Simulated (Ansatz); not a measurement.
# BN (P6_3/mmc): the PBE gap against the k mesh of the density

Wanted: the cheapest k mesh of the density that holds the PBE gap of BN (P6_3/mmc).

Method: DFT, PBE, plane waves, PAW, in Ansatz 0.2.0.

## Step 1: Set-up

It takes space group P6_3/mmc (No. 194, hexagonal). Conventional cell: a = 2.504 Å, b = 2.504 Å, c = 6.661 Å, α = 90.00°, β = 90.00°, γ = 120.00°. B has 3 N at 1.45 Å nearest. N has 3 B at 1.45 Å nearest. Farther neighbours and most contacts between anions are not listed.

Coordinates:

```cif
data_structure
_symmetry_space_group_name_H-M 'P 1'
_symmetry_Int_Tables_number 1
_cell_length_a 2.5040
_cell_length_b 2.5040
_cell_length_c 6.6612
_cell_angle_alpha 90.000
_cell_angle_beta 90.000
_cell_angle_gamma 120.000
_cell_volume 36.17
loop_
_atom_site_label
_atom_site_type_symbol
_atom_site_fract_x
_atom_site_fract_y
_atom_site_fract_z
_atom_site_occupancy
B1 B 0.33333 0.66667 0.25000 1
B2 B 0.66667 0.33333 0.75000 1
N3 N 0.33333 0.66667 0.75000 1
N4 N 0.66667 0.33333 0.25000 1
```

The cell and positions come from the Crystallography Open Database and are kept as given unless a step says otherwise. The default PAW set here is soft_2. Its files were made with PBE.

## Step 2: k mesh of the density: 6×6×2

input.yaml reads:

```yaml
crystal:
  lattice:
    - [2.50399, 0.0, 0.0]
    - [-1.251995, 2.1685189508, 0.0]
    - [0.0, 0.0, 6.6612]
  atoms:
    - { symbol: B, position: [0.3333333333, 0.6666666667, 0.25] }
    - { symbol: B, position: [0.6666666667, 0.3333333333, 0.75] }
    - { symbol: "N", position: [0.3333333333, 0.6666666667, 0.75] }
    - { symbol: "N", position: [0.6666666667, 0.3333333333, 0.25] }
kpoints:
  mp_grid: { grid: [6, 6, 2] }
  band_path:
    path:
      - [0.0, 0.0, 0.0]
      - [0.5, 0.0, 0.0]
      - [0.33333333, 0.33333333, 0.0]
      - [0.0, 0.0, 0.5]
      - [0.5, 0.0, 0.5]
      - [0.33333333, 0.33333333, 0.5]
      - [0.299999997, 0.299999997, 0.0]
    npoints: 1
hamiltonian:
  xc: pbe
scf:
  occupations: { method: fixed }
  n_extra_bands: 5
output:
  eigenvalues: true
```

On the command line:

```
ansatz run input.yaml --threads 2 --pin off --max-ram 92160MiB --backend cuda --events-out ev --progress --plain --runs-dir out --devices 1 --max-vram 13GiB  # rebuilt from the run's record
```

Numbers of over 12 decimals in the logs are rounded to 6 here.

What it wrote:

```text
scf.n_extra_bands = 5 over 8 filled bands (N_el = 16.0): the run solves 13 bands
GPUs: using 1 of 1 available (devices: 1).
Engine: ansatz 0.2.0, x86_64-unknown-linux-gnu
Pseudopotentials: kind: paw
Pseudopotential: B, paw, valence charge 3, recommended cutoff 420 eV (normal), B.paw.azcp
Pseudopotential: N, paw, valence charge 5, recommended cutoff 420 eV (normal), N.paw.azcp
Functional definition: PBE
  parameter kappa = 0.804
  parameter beta = 0.066725
  exchange = pbe_x(kappa = kappa, mu = beta*pi^2/3)
  correlation = pbe_c(beta = beta)
device memory: the entry about to start is reckoned to put 0.6 GiB on a device that reports 67.1 GiB free (of which the cap on the GPU budget leaves the run 13.0 GiB)
GPU FFT provider: cuFFT
GPU libraries: cuBLAS 13.8.2, cuFFT 12.4.0, cuSOLVER 12.3.4
Crystal: 4 atoms, lattice volume = 36.170 Å³
Basis set: ecut = 420 eV, 713 PW (Γ)
Bands: 13, of which v1, the nominal top of the filled ones, is band 8 counted from 1 (7 counted from 0)
Symmetry: 24 space group operations
Space group: P63/mmc (ITA 194), of the structure as read, at distance tolerance 3.3e-5 Å
k-points: 14 of 72
Non-local potential: B, projectors of the file, l = 0: 2, l = 1: 2, l = 2: 1
Non-local potential: N, projectors of the file, l = 0: 2, l = 1: 2, l = 2: 1
PAW form: soft (Blöchl's): semilocal exchange-correlation on the pseudo side does not see the compensation charge
PAW one-centre angular grid: B, 110 points (default); XC on 64 Gauss nodes
PAW one-centre angular grid: N, 110 points (default); XC on 64 Gauss nodes
Initial density: superposition of atomic densities (neutral atoms: chi_scale 0, normalization atom), corrected by the library's trained network
Initial wavefunctions: pseudopotential atomic-orbital guess
GPU buffer pool allocated for 14580 grid points (all kernels)
GPU transforms: local potential and band sums: pruned to the plane-wave sphere, on 18×18×45
Functional: x = pbe(κ = 0.804, μ = 0.219515), c = pbe(β = 0.066725)
SCF iter   1: F=—  HF=-1084.806697 eV  |F-HF|=—  |Δ(HF+E_count)|=         —  Δρ=1.51e-3  dr2=2.08e-4  ethr=1.77e-3  ⟨swp⟩=5.0  Hψ=965  notcnv=0  defer=33
preconditioner: auto → none  [insulator: Δε(μ)=4.282 eV  Ē_g=16.605 eV  n_scr=4 (ndim 8)  ℏωp=24.7 eV  f_vac=0.023  ε∞_Penn≈3.2]
SCF iter   2: F=—  HF=-1084.807750 eV  |F-HF|=—  |Δ(HF+E_count)|=   1.05e-3  Δρ=7.52e-4  dr2=4.03e-5  ethr=1.30e-6  ⟨swp⟩=2.0  Hψ=425  notcnv=0  defer=42
SCF iter   3: F=—  HF=-1084.808064 eV  |F-HF|=—  |Δ(HF+E_count)|=   3.13e-4  Δρ=3.45e-4  dr2=8.46e-6  ethr=2.52e-7  ⟨swp⟩=2.0  Hψ=292  notcnv=0  defer=38
iter 4 did not close the SCF: its close was put off for the readings that it lacked (scf_convergence_deferred on its scf_iter line)
SCF iter   4: F=-1084.808141 eV  HF=-1084.808140 eV  |F-HF|=1.86e-7  |Δ(HF+E_count)|=   7.67e-5  Δρ=1.67e-5  dr2=3.14e-8  ethr=5.29e-8  ⟨swp⟩=2.0  Hψ=296  notcnv=0  defer=42
iter 5 did not close the SCF: its close was put off for the readings that it lacked (scf_convergence_deferred on its scf_iter line)
SCF iter   5: F=-1084.808141 eV  HF=-1084.808141 eV  |F-HF|=1.00e-8  |Δ(HF+E_count)|=   1.91e-7  Δρ=4.17e-6  dr2=2.95e-9  ethr=1.96e-10  ⟨swp⟩=2.0  Hψ=274  notcnv=0  defer=42
SCF iter   6: F=-1084.808141 eV  HF=-1084.808141 eV  |F-HF|=7.48e-11  |Δ(HF+E_count)|=   1.16e-8  Δρ=5.12e-7  dr2=6.13e-11  ethr=1.85e-11  ⟨swp⟩=5.4  Hψ=860  notcnv=0
SCF 1 converged in 6 iterations: F = -1084.808141 eV  dr2 = 6.13e-11
[...]
device memory: the entry about to start is reckoned to put 0.5 GiB on a device that reports 65.8 GiB free (of which the cap on the GPU budget leaves the run 13.0 GiB)
NSCF: frozen V_eff on 7 k-points
SCF converged after 6 iterations
Free energy (F): -1084.808141 eV
Harris-Foulkes:  -1084.808141 eV  (|F-HF|=7.48e-11)
Internal energy: -1084.808141 eV  (E = F + TS)
E sigma→0 (E₀):  -1084.808141 eV
Fermi energy:    4.712291 eV
--- Per-component energies (eV) ---
  E_band       = -38.469871
  E_kinetic    = 366.932545
  E_local      = -696.330033  (includes V_loc(G=0)·N_el)
  E_nonlocal   = 115.656991
  E_hartree    = 224.908116
  E_xc         = -184.451725
  E_vxc        = -228.846024  (∫ρ·V_xc dr)
  E_paw        = -413.649015  (= ΣΔE_a)
  E_vpaw       = -45.699905  (= ΣTr[D̂ρ^β])
  E_aug_tail   = 0.000204  (compensation charges beyond the density's cutoff)
  E_ewald      = -497.875223
  E_smearing   = -0.000000  (= −TS)
  E_closure    = 0.000000  (closes the sum)
  Σ components = -1084.808141   (vs F -1084.808141, Δ=0.00e0)
--- Band table (eV; the first three rows and the last of 14) ---
  k-point 0: bands = [... 4 lower, 3.3842, 3.3842, 3.4189, 3.4189, 9.9565, 14.9926, 16.2902, 16.2902, ... 1 higher]
  k-point 1: bands = [... 4 lower, 3.4018, 3.4018, 3.4018, 3.4018, 12.3025, 12.3025, 16.3495, 16.3495, ... 1 higher]
  k-point 2: bands = [... 4 lower, 1.4094, 1.4475, 2.4891, 2.5366, 10.8560, 14.5104, 15.7186, 15.8540, ... 1 higher]
  k-point 13: bands = [... 4 lower, -2.4365, -2.4365, 4.7123, 4.7123, 9.3593, 9.3593, 16.7365, 16.7365, ... 1 higher]
```

It took 3.2 s on 1 × NVIDIA H100 80GB HBM3 (shared by 6 runs) with 2 threads of AMD EPYC 7R13 (Zen 3), shared host; peak memory 0.88 GiB; 2.5 s of CPU time.

Reading the cycles: dr2 is the Hartree energy of the density residual (eV), the measure of convergence; HF is the Harris–Foulkes estimate of the energy, which meets the free energy F at convergence.

Numbers from this step:

* gap: 4.248 eV
* valence top at: k = (0.300, 0.300, 0.000)
* conduction bottom at: M
* least direct gap: 4.647 eV

The gap is indirect, with the least direct gap 0.40 eV higher.

## Step 3: k mesh of the density: 12×12×4 (the default)

input.yaml, the sections that differ from step 2:

```yaml
kpoints:
  mp_grid: { grid: [12, 12, 4] }
  band_path:
    path:
      - [[0.0, 0.0, 0.0], [0.5, 0.0, 0.0], [0.33333333, 0.33333333, 0.0], [0.0, 0.0, 0.0], [0.0, 0.0, 0.5], [0.5, 0.0, 0.5], [0.33333333, 0.33333333, 0.5], [0.0, 0.0, 0.5]]
      - [[0.5, 0.0, 0.5], [0.5, 0.0, 0.0]]
      - [[0.33333333, 0.33333333, 0.5], [0.33333333, 0.33333333, 0.0]]
    npoints: 10
scf:
  occupations: { method: fermi_dirac, width: 0.02 }
  n_extra_bands: 5
output:
  eigenvalues: true
  write_density: true
  write_potential: true
  elf: true
  volumetric_format: npy
# crystal, hamiltonian: as in step 2
```

What it wrote:

```text
[...]
GPUs: using 1 of 1 available (devices: 1).
[...]
GPU FFT provider: cuFFT
GPU libraries: cuBLAS 13.8.2, cuFFT 12.4.0, cuSOLVER 12.3.4
Crystal: 4 atoms, lattice volume = 36.170 Å³
Basis set: ecut = 420 eV, 713 PW (Γ)
Bands: 13, of which v1, the nominal top of the filled ones, is band 8 counted from 1 (7 counted from 0)
Symmetry: 24 space group operations
[...]
k-points: 57 of 576
[...]
--- Band table (eV; the first three rows and the last of 57) ---
  k-point 0: bands = [... 4 lower, 3.3832, 3.3832, 3.4180, 3.4180, 9.9559, 14.9919, 16.2894, 16.2894, ... 1 higher]
  k-point 1: bands = [... 4 lower, 3.3886, 3.3886, 3.4135, 3.4135, 10.6485, 14.0937, 16.3068, 16.3068, ... 1 higher]
  k-point 2: bands = [... 4 lower, 3.4008, 3.4008, 3.4008, 3.4008, 12.3018, 12.3018, 16.3486, 16.3486, ... 1 higher]
  k-point 56: bands = [... 4 lower, -2.4373, -2.4373, 4.7118, 4.7118, 9.3589, 9.3589, 16.7361, 16.7361, ... 1 higher]
[key lines of the parts left out:]
SCF converged after 6 iterations
Free energy (F): -1084.809376 eV
Fermi energy:    6.870256 eV
```

The job ended after 1.8 s (1 × NVIDIA H100 80GB HBM3 (shared by 6 runs) with 2 threads; peak memory 0.89 GiB).

Numbers from this step:

| Property | Result |
| --- | --- |
| gap | 4.248 eV |
| valence top at | k = (0.300, 0.300, 0.000) |
| conduction bottom at | M |
| least direct gap | 4.647 eV |

The gap is 4.248 eV, as in the run before at this level.

## Step 4: k mesh of the density: 18×18×6

input.yaml, the sections that differ from step 3:

```yaml
kpoints:
  mp_grid: { grid: [18, 18, 6] }
  band_path:
    path:
      - [0.0, 0.0, 0.0]
      - [0.5, 0.0, 0.0]
      - [0.33333333, 0.33333333, 0.0]
      - [0.0, 0.0, 0.5]
      - [0.5, 0.0, 0.5]
      - [0.33333333, 0.33333333, 0.5]
      - [0.299999997, 0.299999997, 0.0]
    npoints: 1
scf:
  occupations: { method: fixed }
  n_extra_bands: 5
# crystal, hamiltonian, output: as in step 3
```

What it wrote:

```text
[...]
GPUs: using 1 of 1 available (devices: 1).
[...]
GPU FFT provider: cuFFT
GPU libraries: cuBLAS 13.8.2, cuFFT 12.4.0, cuSOLVER 12.3.4
Crystal: 4 atoms, lattice volume = 36.170 Å³
Basis set: ecut = 420 eV, 713 PW (Γ)
Bands: 13, of which v1, the nominal top of the filled ones, is band 8 counted from 1 (7 counted from 0)
Symmetry: 24 space group operations
[...]
k-points: 148 of 1944
[...]
--- Band table (eV; the first three rows and the last of 148) ---
  k-point 0: bands = [... 4 lower, 3.3832, 3.3832, 3.4180, 3.4180, 9.9558, 14.9919, 16.2894, 16.2894, ... 1 higher]
  k-point 1: bands = [... 4 lower, 3.3856, 3.3856, 3.4163, 3.4163, 10.2748, 14.5568, 16.2972, 16.2972, ... 1 higher]
  k-point 2: bands = [... 4 lower, 3.3924, 3.3924, 3.4099, 3.4099, 11.1310, 13.5369, 16.3191, 16.3191, ... 1 higher]
  k-point 147: bands = [... 4 lower, -2.4373, -2.4373, 4.7118, 4.7118, 9.3588, 9.3588, 16.7361, 16.7361, ... 1 higher]
[key lines of the parts left out:]
SCF converged after 6 iterations
Free energy (F): -1084.809438 eV
Fermi energy:    4.749593 eV
```

Wall time 5.7 s (1 × NVIDIA H100 80GB HBM3 (shared by 6 runs) with 2 threads); peak memory 0.92 GiB; 3.9 s of CPU time.

This step gave:

```
gap                  : 4.248 eV
valence top at       : k = (0.300, 0.300, 0.000)
conduction bottom at : M
least direct gap     : 4.647 eV
```

The gap is 4.248 eV, as in the run before at this level.

## Step 5: The series

Differences are against the last row; a negative gap means that bands overlap, and a run with a band path holds that path's time. Times are wall times on 1 × NVIDIA H100 80GB HBM3 (shared by 6 runs) with 2 threads of AMD EPYC 7R13 (Zen 3), shared host, good to a factor of about two.

| k mesh of the density | gap (eV) | direct gap (eV) | gap error (eV) | energy error (meV/atom) | irreducible k | time |
| --- | --- | --- | --- | --- | --- | --- |
| 6×6×2 | 4.248 | 4.647 | +0.000 | +0.3 | 14 | 3.2 s |
| 12×12×4 | 4.248 | 4.647 | +0.000 | +0.0 | 57 | 1.8 s |
| 18×18×6 | 4.248 | 4.647 | +0.000 | +0.0 | 148 | 5.7 s |

## Step 6: Outcome

```
6×6×2   : 4.248 eV
12×12×4 : 4.248 eV
18×18×6 : 4.248 eV
```

In words: The gap holds to 0.02 eV from 6×6×2 on, the cheapest setting tried. At 6×6×2 the gap is off by +0.000 eV and the energy by +0 meV/atom. The gap is read over the mesh and added points near the edges, so meshes differ mainly through the density and, for a hybrid, the exchange operator.

[Paths, hosts, dates, memory and timing lines, banners, echoed tables and standing remarks are left out of the program output.]

[Logs are printed without paths, hosts, clocks, repeated set-up lines and the standing remarks that a program may print on its own settings, such as how far it seeks lower states.]

[Runs of the session that timed out or met a known fault of the program may be left out.]

[Cells called generated may have been cut or substituted from an entry of the Crystallography Open Database or the Materials Project.]

[Hosts, paths, dates, database ids (printed as entryN), source tags and the programs' standing remarks are cut or masked in the printed files.]
